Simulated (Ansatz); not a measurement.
SnO2: strain energy, fitted

SnO2, P4_2/mnm, a = 4.768 Å, c = 3.212 Å. Ansatz: PBEsol, PAW, 420 eV, Γ-centred 6×6×8 mesh on 6 atoms, Gaussian smearing 0.02 eV; no spin polarisation. Series: biaxial strain in the a-b plane, c and atoms relaxed; x is the strain in per cent. y is the free energy over the unstrained cell, V0 = 12.174 Å³/atom.

```
x (%) y (meV/atom)
 -4.5         48.54
 -3.0         21.15
 -1.5          5.21
  0.0          0.00
  1.5             ?
  3.0         18.19
  4.5         39.35
```

Question: Fit y = c2 x² + c3 x³ to the other rows, turn c2 into a modulus, and predict the missing energy.

Answer: Least squares on the rows shown. y = 2.1730 x² − 0.050807 x³. In eV per unit strain² c2 is 21.73; M is the biaxial modulus (E = M V0 ε²): 21.73 × 160.2 / (12.174) = 286 GPa. The unstrained cell keeps some stress along the strain, worth a slope of -0.06 meV/atom per %, which the form leaves out. At x = 1.5 the fit asked for gives 4.72 meV/atom. The run gave 4.61 meV/atom, so the fit is 0.11 meV/atom too high, within the rms miss on the fitted rows (0.13 meV/atom).